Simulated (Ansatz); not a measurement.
CuO:

```xyz
6
Lattice="4.1609 0.0000 0.0000 0.0000 4.1609 0.0000 0.0000 0.0000 3.8876" Properties=species:S:1:pos:R:3 pbc="T T T"
Cu    2.0805    0.0000    1.9438
Cu    0.0000    2.0805    1.9438
Cu    0.0000    0.0000    0.0000
O     0.0000    0.0000    1.9438
O     2.0805    0.0000    0.0000
O     0.0000    2.0805    0.0000
```

Measurements of this composition are mostly on another form, of space group No. 15.

Base run:

```yaml
Program: Ansatz 0.2.0
Functional: PBEsol
Potentials_or_basis: Ansatz PAW
Cutoff: 420 eV
Density_cutoff: 1680 eV
k_mesh: 7 × 7 × 7
Occupations: fermi-dirac, width 0.05 eV
Spin: no spin polarisation
Hubbard_terms: Cu d U = 5.3 eV
```

Its results: band gap on the k mesh none (metal or under the smearing width); pressure -2.4 GPa.

Q: After a change of settings the same cell gave: band gap on the k mesh none (metal or under the smearing width); pressure -3.0 GPa. Which change was it?
A. hubbard terms from Cu d U = 5.3 eV to none; hubbard projectors from ortho-atomic (the default) to none
B. functional from PBEsol to BLYP; hubbard terms from Cu d U = 5.3 eV to none; hubbard projectors from ortho-atomic (the default) to none
C. hubbard terms from Cu d U = 5.3 eV to Cu d U = 4.5 eV
D. functional from PBEsol to r2SCAN; cutoff from 420 eV to 500 eV; density cutoff from 1680 eV to 2000 eV; hubbard terms from Cu d U = 5.3 eV to none; hubbard projectors from ortho-atomic (the default) to none

A: C.

Caveats: an odd number of electrons without spin polarisation forces a metal; a magnetic or distorted state may lie lower; the run has no spin polarisation, though such a crystal can be magnetic; U without spin polarisation on a metal has little footing; the PAW data sets come from PBE, with cores solved anew for the run's functional, which leaves a small shift of forces and pressure.

Not every run made on this cell is shown here.
